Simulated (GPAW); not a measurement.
Wanted: an ASE script for a GPAW 26.7.0 run.

```
Task                : equation of state
Functional          : OLYP
Dispersion          : D3(BJ)
Potentials or basis : PAW data sets generated in the run's folder for this functional
Cutoff              : 800 eV
Basis               : pw
k mesh              : 8 × 8 × 8
Occupations         : fermi-dirac, width 0.05 eV
Spin                : no spin polarisation
Eigensolver         : davidson
Maxiter             : 150
Eos scales          : [0.94, 0.96, 0.98, 1.0, 1.02, 1.04, 1.06]
```

The structure of BAs lies in BAs.xyz:

```xyz
2
Lattice="0.0000000000 2.3885000000 2.3885000000 2.3885000000 0.0000000000 2.3885000000 2.3885000000 2.3885000000 0.0000000000" Properties=species:S:1:pos:R:3 pbc="T T T"
As     3.5827500000      3.5827500000      3.5827500000
B      0.0000000000      0.0000000000      0.0000000000
```

These files were run (other wordings do the same):

run.py

```python
from ase.calculators.mixing import SumCalculator
from ase.eos import EquationOfState
from ase.io import Trajectory, read
from ase.units import GPa
from dftd3.ase import DFTD3
from gpaw import GPAW, PW, setup_paths

setup_paths.insert(0, '.')

atoms = read('BAs.xyz')

traj = Trajectory('eos.traj', 'w')
volumes, energies = [], []
for x in [0.94, 0.96, 0.98, 1.0, 1.02, 1.04, 1.06]:
    a = atoms.copy()
    a.set_cell(atoms.cell * x**(1 / 3), scale_atoms=True)
    calc = GPAW(mode=PW(800),
                xc='GGA_X_OPTX+GGA_C_LYP',
                kpts={'size': (8, 8, 8), 'gamma': True},
                occupations={'name': 'fermi-dirac', 'width': 0.05},
                nbands=11,
                convergence={'density': 1e-05, 'energy': 1e-05},
                eigensolver='davidson',
                maxiter=150,
                txt=f'eos-{x:.2f}.txt')
    a.calc = SumCalculator([calc, DFTD3(method='olyp', damping='d3bj')])
    energies.append(a.get_potential_energy())
    volumes.append(a.get_volume())
    p = -a.get_stress()[:3].mean() / GPa
    calc.write(f'eos-{x:.2f}.gpw')
    traj.write(a)
    print(f'{x:.2f} {volumes[-1]:10.4f} A^3 {energies[-1]:14.6f} eV {p:9.3f} GPa', flush=True)

v0, e0, B = EquationOfState(volumes, energies, eos='birchmurnaghan').fit()
print(f'V0 = {v0:.4f} A^3, E0 = {e0:.6f} eV, B0 = {B / GPa:.2f} GPa')
```

Potentials or basis: PAW data sets generated in the run's folder for this functional, pw.

Run with:

```bash
$ gpaw-setup -f GGA_X_OPTX+GGA_C_LYP As B
$ OMP_NUM_THREADS=1 python run.py
```

Results of the run:

- Equilibrium volume: 12.71 Å³/atom (rough: see the caveat)
- Bulk modulus: 160 GPa (rough)

Caveat: the minimum lies outside the volumes run.

Run time: 57 s on 1 thread of Arm Neoverse V2 (shared host), peak memory 0.25 GiB.
